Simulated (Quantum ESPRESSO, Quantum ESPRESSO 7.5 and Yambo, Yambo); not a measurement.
# Quasiparticle gap of SiC (P6_3mc) in Yambo

How does a plane-wave GW calculation on SiC (P6_3mc) run from the first input to the gap?

Main program and level: Quantum ESPRESSO 7.5 and Yambo 5.3.0; PBE and many-body steps on it, plane waves.

**What was measured.**

- Gap 3.26 eV: band gap at cryogenic temperature; bulk crystal (literature value) (quoted in “Silicon carbide diodes for neutron detection”, 2020, arxiv:2009.14696).

- Gap 3.2 eV: experimental band gap quoted from earlier work; bulk crystal (quoted in “Local vibrational modes of Si vacancy spin qubits in SiC”, 2020, arxiv:2002.00067).

- Gap 3.285 eV: band gap at low temperature, quoted from earlier experiments; bulk crystal (quoted in “Excitation properties of the divacancy in 4H-SiC”, 2018, arxiv:1804.01167).

Most raw output is cut from this account.

### Step 1. Starting point

It takes space group P6_3mc (No. 186, hexagonal). Conventional cell: a = 3.076 Å, b = 3.076 Å, c = 10.071 Å, α = 90.00°, β = 90.00°, γ = 120.00°. Nearest to Si lie 4 C at 1.88 to 1.89 Å. Nearest to C lie 4 Si at 1.88 to 1.89 Å. C has 4 Si at 1.88 to 1.89 Å nearest. Farther neighbours are not listed.

The cell and positions are those that the Materials Project relaxed with its own functionals (PBE, PBE+U or r2SCAN), kept fixed.

### Step 2. Ground state

This step: Quantum ESPRESSO 7.5; DFT, PBE, plane waves, norm-conserving pseudopotentials.

The ground-state density comes first.

pw.in

```
&control
  calculation = 'scf'
  prefix = 'x'
  outdir = 'o'
  pseudo_dir = 'pseudo'
/
&system
  ibrav = 0
  nat = 8
  ntyp = 2
  ecutwfc = 74.0
  nbnd = 24
  force_symmorphic = .true.
/
&electrons
  conv_thr = 1e-10
  electron_maxstep = 80
  mixing_beta = 0.5
/
ATOMIC_SPECIES
  Si 28.085 Si.upf
  C 12.011 C.upf
CELL_PARAMETERS angstrom
  3.0756941497 -0.0000000000 0.0000000000
  -1.5378470748 2.6636292679 0.0000000000
  0.0000000000 0.0000000000 10.0706464800
ATOMIC_POSITIONS crystal
  Si 0.6666666667 0.3333333333 0.9378419800
  Si 0.3333333333 0.6666666667 0.4378419800
  Si 0.0000000000 0.0000000000 0.6878943800
  Si 0.0000000000 0.0000000000 0.1878943800
  C 0.6666666667 0.3333333333 0.7498025900
  C 0.3333333333 0.6666666667 0.2498025900
  C 0.0000000000 0.0000000000 0.5004600500
  C 0.0000000000 0.0000000000 0.0004600500
K_POINTS automatic
  6 6 2 0 0 0
```

On the command line:

```console
$ OMP_NUM_THREADS=1 mpirun -n 4 pw.x -nk 4 -in pw.in > pw.out
```

The job ended after 14 s (4 MPI ranks of Arm Neoverse V1, shared host; peak memory 0.36 GiB).

This step gave:

```yaml
total_energy: -1117.8116 eV
gap: 2.228 eV
k_of_the_valence_top: 0, 0, 0
k_of_the_conduction_bottom: 0, -0.5, 0
least_direct_gap: 3.353 eV
```

The gap is indirect, with the least direct gap 1.13 eV higher.

### Step 3. Bands along the symmetry lines

The cheap functional maps the bands first; the places of the edges decide which points the dearer methods must see.

pw.in

```
&control
  calculation = 'bands'
  prefix = 'x'
  outdir = 'o'
  pseudo_dir = 'pseudo'
/
&system
  ibrav = 0
  nat = 8
  ntyp = 2
  ecutwfc = 74.0
  nbnd = 22
  force_symmorphic = .true.
/
&electrons
  conv_thr = 1e-9
  electron_maxstep = 80
  diago_full_acc = .true.
  diago_thr_init = 5e-6
/
ATOMIC_SPECIES
  Si 28.085 Si.upf
  C 12.011 C.upf
CELL_PARAMETERS angstrom
  3.0756941497 -0.0000000000 0.0000000000
  -1.5378470748 2.6636292679 0.0000000000
  0.0000000000 0.0000000000 10.0706464800
ATOMIC_POSITIONS crystal
  Si 0.6666666667 0.3333333333 0.9378419800
  Si 0.3333333333 0.6666666667 0.4378419800
  Si 0.0000000000 0.0000000000 0.6878943800
  Si 0.0000000000 0.0000000000 0.1878943800
  C 0.6666666667 0.3333333333 0.7498025900
  C 0.3333333333 0.6666666667 0.2498025900
  C 0.0000000000 0.0000000000 0.5004600500
  C 0.0000000000 0.0000000000 0.0004600500
K_POINTS crystal
  75
  0.00000000 0.00000000 0.00000000 1
  0.06250000 0.00000000 0.00000000 1
  0.12500000 0.00000000 0.00000000 1
  0.18750000 0.00000000 0.00000000 1
  0.25000000 0.00000000 0.00000000 1
  0.31250000 0.00000000 0.00000000 1
  0.37500000 0.00000000 0.00000000 1
  0.43750000 0.00000000 0.00000000 1
  0.50000000 0.00000000 0.00000000 1
  0.47916667 0.04166667 0.00000000 1
  0.45833333 0.08333333 0.00000000 1
  0.43750000 0.12500000 0.00000000 1
  0.41666666 0.16666666 0.00000000 1
  0.39583333 0.20833333 0.00000000 1
  0.37500000 0.25000000 0.00000000 1
  0.35416666 0.29166666 0.00000000 1
  0.33333333 0.33333333 0.00000000 1
  0.29166666 0.29166666 0.00000000 1
  0.25000000 0.25000000 0.00000000 1
  0.20833333 0.20833333 0.00000000 1
  0.16666666 0.16666666 0.00000000 1
  0.12500000 0.12500000 0.00000000 1
  0.08333333 0.08333333 0.00000000 1
  0.04166667 0.04166667 0.00000000 1
  0.00000000 0.00000000 0.00000000 1
  0.00000000 0.00000000 0.06250000 1
  0.00000000 0.00000000 0.12500000 1
  0.00000000 0.00000000 0.18750000 1
  0.00000000 0.00000000 0.25000000 1
  0.00000000 0.00000000 0.31250000 1
  0.00000000 0.00000000 0.37500000 1
  0.00000000 0.00000000 0.43750000 1
  0.00000000 0.00000000 0.50000000 1
  0.06250000 0.00000000 0.50000000 1
  0.12500000 0.00000000 0.50000000 1
  0.18750000 0.00000000 0.50000000 1
  0.25000000 0.00000000 0.50000000 1
  0.31250000 0.00000000 0.50000000 1
  0.37500000 0.00000000 0.50000000 1
  0.43750000 0.00000000 0.50000000 1
  0.50000000 0.00000000 0.50000000 1
  0.47916667 0.04166667 0.50000000 1
  0.45833333 0.08333333 0.50000000 1
  0.43750000 0.12500000 0.50000000 1
  0.41666666 0.16666666 0.50000000 1
  0.39583333 0.20833333 0.50000000 1
  0.37500000 0.25000000 0.50000000 1
  0.35416666 0.29166666 0.50000000 1
  0.33333333 0.33333333 0.50000000 1
  0.29166666 0.29166666 0.50000000 1
  0.25000000 0.25000000 0.50000000 1
  0.20833333 0.20833333 0.50000000 1
  0.16666666 0.16666666 0.50000000 1
  0.12500000 0.12500000 0.50000000 1
  0.08333333 0.08333333 0.50000000 1
  0.04166667 0.04166667 0.50000000 1
  0.00000000 0.00000000 0.50000000 1
  0.50000000 0.00000000 0.50000000 1
  0.50000000 0.00000000 0.43750000 1
  0.50000000 0.00000000 0.37500000 1
  0.50000000 0.00000000 0.31250000 1
  0.50000000 0.00000000 0.25000000 1
  0.50000000 0.00000000 0.18750000 1
  0.50000000 0.00000000 0.12500000 1
  0.50000000 0.00000000 0.06250000 1
  0.50000000 0.00000000 0.00000000 1
  0.33333333 0.33333333 0.50000000 1
  0.33333333 0.33333333 0.43750000 1
  0.33333333 0.33333333 0.37500000 1
  0.33333333 0.33333333 0.31250000 1
  0.33333333 0.33333333 0.25000000 1
  0.33333333 0.33333333 0.18750000 1
  0.33333333 0.33333333 0.12500000 1
  0.33333333 0.33333333 0.06250000 1
  0.33333333 0.33333333 0.00000000 1
```

Elapsed: 19 s, on 4 MPI ranks; peak memory 0.3 GiB.

This step gave:

* gap: 2.228 eV
* k of the valence top: 0, 0, 0
* k of the conduction bottom: 0.5, 0, 0
* least direct gap: 3.353 eV

The gap is 2.228 eV, as in the run before at this level.

Electronic bands along the path, in eV, zero at the top of the highest filled band:

```
    point  band 13  band 14  band 15  band 16  band 17  band 18  band 19  band 20
        Γ    -0.58    -0.05     0.00     0.00     5.11     5.69     6.31     6.34
  halfway    -1.67    -1.63    -0.83    -0.55     3.79     4.30     5.09     6.14
        M    -2.37    -2.23    -1.58    -1.13     2.23     2.36     4.24     4.76
  halfway    -3.20    -2.57    -1.93    -1.85     3.15     3.99     4.73     6.09
        K    -4.00    -2.88    -2.88    -1.68     3.98     3.98     5.20     5.60
  halfway    -2.51    -2.08    -1.56    -0.93     4.70     4.93     5.30     6.34
        Γ    -0.58    -0.05     0.00     0.00     5.11     5.69     6.31     6.34
  halfway    -0.41    -0.41    -0.06    -0.06     5.17     5.54     6.52     6.58
        A    -0.21    -0.21    -0.21    -0.21     5.32     5.32     6.78     6.78
  halfway    -1.28    -1.28    -0.92    -0.92     3.96     3.96     5.58     5.58
        L    -2.51    -2.51    -1.56    -1.56     2.64     2.64     4.22     4.22
  halfway    -3.23    -3.23    -2.04    -2.04     3.53     3.53     5.51     5.51
        H    -2.76    -2.76    -2.46    -2.46     3.25     3.25     6.69     6.69
  halfway    -2.15    -2.15    -1.04    -1.04     4.96     4.96     5.53     5.53
        A    -0.21    -0.21    -0.21    -0.21     5.32     5.32     6.78     6.78
jump to L    -2.51    -2.51    -1.56    -1.56     2.64     2.64     4.22     4.22
  halfway    -2.49    -1.97    -1.89    -1.24     2.47     2.47     4.03     4.79
        M    -2.37    -2.23    -1.58    -1.13     2.23     2.36     4.24     4.76
jump to H    -2.76    -2.76    -2.46    -2.46     3.25     3.25     6.69     6.69
  halfway    -3.58    -2.65    -2.65    -2.00     3.55     3.55     5.62     6.19
        K    -4.00    -2.88    -2.88    -1.68     3.98     3.98     5.20     5.60
```

### Step 4. Empty states on the mesh, 3×3×2 mesh, 203 bands

The sums over transitions need many empty states on a uniform mesh; this step solves for them.

pw.in

```
&control
  calculation = 'nscf'
  prefix = 'x'
  outdir = 'o'
  pseudo_dir = 'pseudo'
/
&system
  ibrav = 0
  nat = 8
  ntyp = 2
  ecutwfc = 74.0
  nbnd = 203
  force_symmorphic = .true.
/
&electrons
  conv_thr = 1e-9
  electron_maxstep = 80
  diago_full_acc = .true.
  diago_thr_init = 5e-6
/
ATOMIC_SPECIES
  Si 28.085 Si.upf
  C 12.011 C.upf
CELL_PARAMETERS angstrom
  3.0756941497 -0.0000000000 0.0000000000
  -1.5378470748 2.6636292679 0.0000000000
  0.0000000000 0.0000000000 10.0706464800
ATOMIC_POSITIONS crystal
  Si 0.6666666667 0.3333333333 0.9378419800
  Si 0.3333333333 0.6666666667 0.4378419800
  Si 0.0000000000 0.0000000000 0.6878943800
  Si 0.0000000000 0.0000000000 0.1878943800
  C 0.6666666667 0.3333333333 0.7498025900
  C 0.3333333333 0.6666666667 0.2498025900
  C 0.0000000000 0.0000000000 0.5004600500
  C 0.0000000000 0.0000000000 0.0004600500
K_POINTS automatic
  3 3 2 0 0 0
```

The job ended after 24 s (4 MPI ranks; peak memory 0.64 GiB; 98 s of CPU time).

This step gave:

| Property | Result |
| --- | --- |
| gap | 3.011 eV |
| k of the valence top | 0, 0, 0 |
| k of the conduction bottom | 0, 0.3333, 0 |
| least direct gap | 3.856 eV |
| k points computed | 6 |
| lowest point of the top converged band, above the valence top | 82.2029 eV |

On this mesh the gap is 3.011 eV. The earlier step found 2.228 eV, so this mesh misses an edge.

### Step 5. Conversion and set-up

This step: Yambo 5.3.0; conversion and set-up on PBE, plane waves, norm-conserving pseudopotentials.

The states are converted to the many-body program's format and the q mesh is built.

On the command line:

```console
$ (cd o/x.save; p2y > p2y.log; mv SAVE ../..); yambo > setup.log
```

It took 2.2 s on 1 MPI rank; peak memory 0.24 GiB.

### Step 6. Screening and self-energy, 3×3×2 mesh, 203 bands, screening to 163.3 eV

Now the one-shot GW correction: screening in the RPA, then the self-energy of the levels asked for.

This step: G0W0 on PBE, plane waves, norm-conserving pseudopotentials.

gw1.in

```
HF_and_locXC
gw0
dyson
ppa
em1d
rim_cut
RandQpts= 1000000
RandGvec= 1 RL
EXXRLvcs= 74 Ry
VXCRLvcs= 296 Ry
Chimod= "HARTREE"
% BndsRnXp
 1 | 203 |
%
NGsBlkXp= 12 Ry
% LongDrXp
 1 | 1 | 1 |
%
% GbndRnge
 1 | 203 |
%
DysSolver= "n"
ExtendOut
PPAPntXp= 27.21138 eV
% QPkrange
 1 | 6 | 7 | 24 |
%
```

On the command line:

```console
$ OMP_NUM_THREADS=1 mpirun -n 4 yambo -F gw1.in -J gw1 -C gw1 > gw1.log
```

Wall time 12 min (4 MPI ranks); peak memory 1.8 GiB.

This step gave:

* G0W0 gap on the mesh: 3.756 eV
* starting gap on the mesh: 3.011 eV
* k of the valence top: 0, 0, 0
* k of the conduction bottom: 0, 0.3333, 0
* least direct G0W0 gap on the computed points: 4.736 eV
* Z at the valence top: 0.7956
* Z at the conduction bottom: 0.8149

The gap on the mesh goes from 3.01 eV to 3.76 eV, a correction of +0.74 eV. The start differs from the 2.23 eV found before because the two sample other k points.

Limits: finite bands, cutoff and mesh; coarse k mesh. v1 is the top filled band, c1 the lowest empty one. Levels before and after the correction, in eV, zero at the valence-band top of each column:

```
           conduction bottom  valence top
Kohn-Sham               3.01         0.00
     G0W0               3.76         0.00
```

```
                    level  energy (eV)
Kohn-Sham            Γ v3       -0.053
Kohn-Sham         Γ v2-v1        0.000
Kohn-Sham            Γ c1        5.111
Kohn-Sham            Γ c2        5.691
Kohn-Sham            Γ c3        6.311
Kohn-Sham  (0 0.333 0) v3       -2.022
Kohn-Sham  (0 0.333 0) v2       -1.372
Kohn-Sham  (0 0.333 0) v1       -0.845
Kohn-Sham  (0 0.333 0) c1        3.011
Kohn-Sham  (0 0.333 0) c2        3.247
Kohn-Sham  (0 0.333 0) c3        4.557
     G0W0            Γ v3        0.000
     G0W0         Γ v2-v1       -0.023
     G0W0            Γ c1        6.030
     G0W0            Γ c2        6.601
     G0W0            Γ c3        7.221
     G0W0  (0 0.333 0) v3       -2.298
     G0W0  (0 0.333 0) v2       -1.496
     G0W0  (0 0.333 0) v1       -0.980
     G0W0  (0 0.333 0) c1        3.756
     G0W0  (0 0.333 0) c2        3.998
     G0W0  (0 0.333 0) c3        5.372
```

### Step 7. Where the time went

Times are wall times on the hardware named with each run, good to a factor of about two.

```
                          step    time  share  memory (GiB)
                  ground state    14 s    2 %          0.36
bands along the symmetry lines    19 s    2 %           0.3
      empty states on the mesh    24 s    3 %          0.64
         conversion and set-up   2.2 s    0 %          0.24
     screening and self-energy  12 min   93 %           1.8
```

### Step 8. Outcome

```json
{
  "PBE gap": "2.23 eV, indirect",
  "G0W0 gap on the mesh": "3.76 eV",
  "G0W0 gap over the zone (rigid shift)": "2.97 eV",
  "GW settings": "3×3×2 mesh, 203 bands, screening to 163.3 eV, Godby-Needs plasmon pole",
  "known limits": "not at the basis limit; coarse k mesh"
}
```

**Reading.** G0W0 moves the gap on the mesh from 3.01 eV to 3.76 eV (+0.74 eV), with Z of 0.80 and 0.81 at the edges. The mesh misses the band edges by 0.78 eV in all; a rigid shift gives 2.97 eV for the zone. The dearest step here is «screening and self-energy». Against experiment, by G0W0@PBE: the gap of 2.97 eV lies −0.29 eV from the measured 3.26 eV (kind not stated, quoted 2020); the gap of 2.97 eV lies −0.23 eV from the measured 3.2 eV (kind not stated, quoted 2020); the gap of 2.97 eV lies −0.31 eV from the measured 3.285 eV (kind not stated, quoted 2018). The calculation has static nuclei and no excitons; a measured gap holds zero-point and thermal motion, which mostly lowers it. Bands and cutoff are finite, so the gap is not at the basis limit. The miss can reach some tenths of an eV and take either sign; the mesh is an error of its own. A denser mesh or path gives a starting gap of 2.23 eV: the GW mesh misses a band edge, so its gaps are not the fundamental one. The 3×3×2 mesh is coarse for this cell, which bears on the long-range parts of exchange and screening.

[Paths, hosts, dates, memory and timing lines, banners, echoed tables and standing remarks are left out of the program output.]

[Logs are printed without paths, hosts, clocks, repeated set-up lines and the standing remarks that a program may print on its own settings, such as how far it seeks lower states.]

[Runs of the session that timed out or met a known fault of the program may be left out.]

[Hosts, paths, dates, database ids (printed as entryN), source tags and the programs' standing remarks are cut or masked in the printed files.]
